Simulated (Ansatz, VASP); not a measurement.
## Pb in VASP and in Ansatz

```
Pb
1.0
     3.40799    0.00000    0.00000
    -1.70400    2.95141    0.00000
     0.00000    0.00000    3.26510
Pb
1
Direct
  0.00000 0.00000 0.00000
```

Alike in both runs: functional PBE; k mesh 13 × 13 × 12; occupations fermi-dirac, width 0.05 eV; no spin polarisation.

Ansatz relaxed the structure, and its values are those at the end. VASP's run is a single point on that final structure, the one shown.

|  | VASP | Ansatz |
| --- | --- | --- |
| version | VASP 6.6.1 | Ansatz 0.2.0 |
| potentials or method | VASP PAW PBE potentials, release 64 (Pb_d), cutoff 520 eV | all-electron LAPW, scalar-relativistic |

|  | VASP | Ansatz | Ansatz less VASP |
| --- | --- | --- | --- |
| pressure (GPa) | 0.2 | 0.3 | +0.07 |

Ansatz ran all-electron here, so the differences hold the error of VASP's frozen core and of both bases.

The runs have no spin-orbit coupling, so splittings on Pb are missing.
